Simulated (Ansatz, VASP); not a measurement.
One calculation of MoS2, two programs

```
Mo S
1.0
     3.11004    0.00000    0.00000
    -1.55502    2.69338    0.00000
     0.00000    0.00000   12.62559
Mo S
2 4
Direct
  0.33333 0.66667 0.25000
  0.66667 0.33333 0.75000
  0.33333 0.66667 0.62563
  0.66667 0.33333 0.12563
  0.33333 0.66667 0.87437
  0.66667 0.33333 0.37437
```

Change from the starting cell: in-plane strain -0.01, out-of-plane length and atoms relaxed by PAW.

Alike in both runs: functional PBEsol; k mesh 6 × 6 × 2; no spin polarisation.

Ansatz relaxed the structure, and its values are those at the end. VASP's run is a single point on that final structure, the one shown.

```csv
,VASP,Ansatz
version,VASP 6.6.1,Ansatz 0.2.0
potentials or method,"VASP PAW PBE potentials, release 64 (Mo_sv, S)","PAW with Ansatz's default frozen-core files, scalar-relativistic"
plane-wave cutoff (eV),520,420
occupations,"gaussian, width 0.01 eV",fixed
valence electrons in the cell,52,52
```

|  | VASP | Ansatz | Ansatz less VASP |
| --- | --- | --- | --- |
| pressure (GPa) | 1.9 | 1.9 | +0.03 |

Caveats: the PAW data sets were made with another functional, which shifts forces and pressure a little (VASP); this functional lacks dispersion, which binds the layers, so the pressure and a relaxed spacing across them are unreliable. A k mesh can miss the band edges.
